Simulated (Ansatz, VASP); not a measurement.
**Two plane-wave programs on MnO2**

Contents of INCAR:

```
PREC = Accurate
ENCUT = 520
EDIFF = 1E-7
ISMEAR = 0
SIGMA = 0.1
LREAL = False
LASPH = True
NELM = 150
ALGO = Normal
ISIF = 2
LWAVE = False
LCHARG = False
LMAXMIX = 4
LDAU = True
LDAUTYPE = 2
LDAUL = 2 -1
LDAUU = 6.3 0
LDAUJ = 0 0
LDAUPRINT = 1
GGA = PE
NBANDS = 34
```

The input KPOINTS:

```
Automatic mesh
0
Gamma
  5 5 7
```

The input POSCAR:

```
MnO2
1.0
    4.3983000000      0.0000000000      0.0000000000
    0.0000000000      4.3983000000      0.0000000000
    0.0000000000      0.0000000000      2.8730000000
Mn O
2 4
Direct
    0.0000000000      0.0000000000      0.0000000000
    0.5000000000      0.5000000000      0.5000000000
    0.3051500000      0.3051500000      0.0000000000
    0.1948500000      0.8051500000      0.5000000000
    0.6948500000      0.6948500000      0.0000000000
    0.8051500000      0.1948500000      0.5000000000
```

Input for Ansatz:

```yaml
crystal:
  lattice:
    - [4.3983, 0.0, 0.0]
    - [0.0, 4.3983, 0.0]
    - [0.0, 0.0, 2.873]
  atoms:
    - { symbol: Mn, position: [0.0, 0.0, 0.0] }
    - { symbol: Mn, position: [0.5, 0.5, 0.5] }
    - { symbol: O, position: [0.30515, 0.30515, 0.0] }
    - { symbol: O, position: [0.19485, 0.80515, 0.5] }
    - { symbol: O, position: [0.69485, 0.69485, 0.0] }
    - { symbol: O, position: [0.80515, 0.19485, 0.5] }
hamiltonian:
  xc: pbe
  pseudopotentials: { kind: paw }
  hubbard: { sites: [{ species: Mn, l: d, u_eff: 6.3 }] }
basis:
  ecutwfc: 420
kpoints:
  mp_grid: { grid: [5, 5, 7] }
scf:
  occupations: { method: gaussian, width: 0.1 }
  lower_state_search: "off"
output:
  forces: true
  stress: true
```

Alike in both runs: task single point; functional PBE; k mesh 5 × 5 × 7; occupations gaussian, width 0.1 eV; no spin polarisation; Hubbard terms Mn d U = 6.3 eV.

|  | VASP | Ansatz |
| --- | --- | --- |
| version | VASP 6.6.1 | Ansatz 0.2.0 |
| potentials or method | VASP PAW PBE potentials, release 64 (Mn_pv, O) | PAW, plane waves, scalar-relativistic |
| plane-wave cutoff (eV) | 520 | 420 |
| valence electrons in the cell | 50 | 54 |

Ansatz gave:

```
pressure (GPa)                                  : 7.2
largest component of the traceless stress (GPa) : 9.14
rms of the force components (eV/Å)              : 0.024
```

Q: Estimate VASP's values.

A: Pressure (GPa): 8.2; largest component of the traceless stress (GPa): 9.70; rms of the force components (eV/Å): 0.042.

The programs project onto different local orbitals, so the same U acts differently. Atom by atom the forces differ by 0.018 eV/Å (rms over components). The two sets of potentials don't hold the same shells in valence. Ansatz warned: «filled_band_counts_differ_across_k_points».

Caveats: the run has no spin polarisation, though such a crystal can be magnetic; U without spin polarisation on a metal has little footing. Spin polarisation is off, so any magnetic state and its effect on volume and gap are missing.
